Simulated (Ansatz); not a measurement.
The system is NaCl.

```
Cl Na
1.0
     3.50219    0.00000    0.00000
     0.00000    3.50219    0.00000
     0.00000    0.00000    3.50219
Cl Na
1 1
Cartesian
  1.7511 1.7511 1.7511
  0.0000 0.0000 0.0000
```

Measurements of this composition are mostly on another form, of space group No. 225.

- Program: Ansatz 0.2.0
- Task: relaxation of cell and atoms
- Functional: LDA
- Potentials or basis: all-electron LAPW, scalar-relativistic
- Basis error allowed: 0.001 eV/atom
- k mesh: 8 × 8 × 8
- Occupations: fermi-dirac, width 0.05 eV
- Spin: no spin polarisation

At the start: volume 21.48 Å³/atom.

Question: Where does the relaxation end?

Answer: Over 5 steps the energy falls by 25.4 meV/atom and the volume is 19.14 Å³/atom (-10.9 %); space group Pm-3m (No. 221, to 0.05 Å).

The path:
```
step  energy change (eV)  largest force (eV/Å)  volume (Å³)
   1              0.0000                0.0000        42.96
   2             -0.0418                0.0000        40.10
   3             -0.0502                0.0000        37.77
   4             -0.0508                0.0000        38.28
   5             -0.0508                0.0000        38.28
```

Final structure:
```yaml
crystal:
  lattice:
    - [3.37013, 0.00000, 0.00000]
    - [0.00000, 3.37013, 0.00000]
    - [0.00000, 0.00000, 3.37013]
  atoms:
    - { symbol: Cl, position: [0.50000, 0.50000, 0.50000] }
    - { symbol: Na, position: [0.00000, 0.00000, 0.00000] }
```
